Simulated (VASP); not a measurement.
The system is W.

```xyz
1
Lattice="-1.5823 1.5823 1.5823 1.5823 -1.5823 1.5823 1.5823 1.5823 -1.5823" Properties=species:S:1:pos:R:3 pbc="T T T"
W     0.0000    0.0000    0.0000
```

Program: VASP 6.6.1. Alike in all runs: task single point; level LDA+U; potentials or basis VASP PAW LDA potentials, release 64 (W_sv); no spin polarisation; cell as given; k mesh 12 × 12 × 12; cutoff (eV) 520; smearing fermi-dirac 0.05 eV.

Task: Order these runs on this cell by their pressure, lowest first.
A. U W d U = 8 eV
B. U W d U = 3 eV
C. U W d U = 4 eV
D. U W d U = 6 eV
E. U W d U = 2 eV

Result: E (-1.6 GPa), B (1.3 GPa), C (4.4 GPa), D (11.1 GPa), A (18.2 GPa).

Caveats: U without spin polarisation on a metal has little footing; the U is typed as a test and isn't derived for this compound.
